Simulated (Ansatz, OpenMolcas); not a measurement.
## A ladder of methods for CHF3 (SMILES FC(F)F)

The species is CHF3 (5 atoms), meant as a singlet with charge 0. SMILES: `FC(F)F`. The coordinates come from a PBE0-D4/def2-TZVP relaxation.

```xyz
5

F    -0.6686   -0.3297    1.0792
C     0.0195    0.0564    0.0068
F     1.0474   -0.7738   -0.1575
F    -0.7726   -0.0351   -1.0594
H     0.3744    1.0822    0.1309
```

Quantity: the energy change with the C2–H5 bond stretched from 1.093 to 2.404 Å, in eV. The values are calculated.

| level | kind | program | value (eV) | less CCSD(T)/def2-SVPD |
| --- | --- | --- | --- | --- |
| SVWN5/def2-SVPD (restricted) | LDA | Ansatz | 4.46 | +0.18 |
| BLYP/def2-SVPD (restricted) | GGA | OpenMolcas | 4.28 | 0.00 |
| TPSS/def2-SVPD (restricted) | meta-GGA | OpenMolcas | 4.57 | +0.29 |
| B3LYP/def2-SVPD (restricted) | global hybrid | Ansatz | 4.82 | +0.54 |
| wB97X/def2-SVPD (restricted) | range-separated hybrid | Ansatz | 5.29 | +1.01 |
| PBE-QIDH/def2-SVPD (restricted) | double hybrid | Ansatz | 5.32 | +1.04 |
| RPA@PBE/def2-SVPD (restricted) | RPA | Ansatz | 4.45 | +0.17 |
| CCSD(T)/def2-SVPD (Cholesky decomposition) (restricted) | coupled cluster or CI | OpenMolcas | 4.28 | 0.00 |

Differences are taken from CCSD(T)/def2-SVPD (Cholesky decomposition) (restricted) for orientation; it has basis-set and higher-order errors of its own. At this stretch a single reference begins to fail. The first shape isn't each level's own minimum. The values span 4.28 to 5.32 eV.
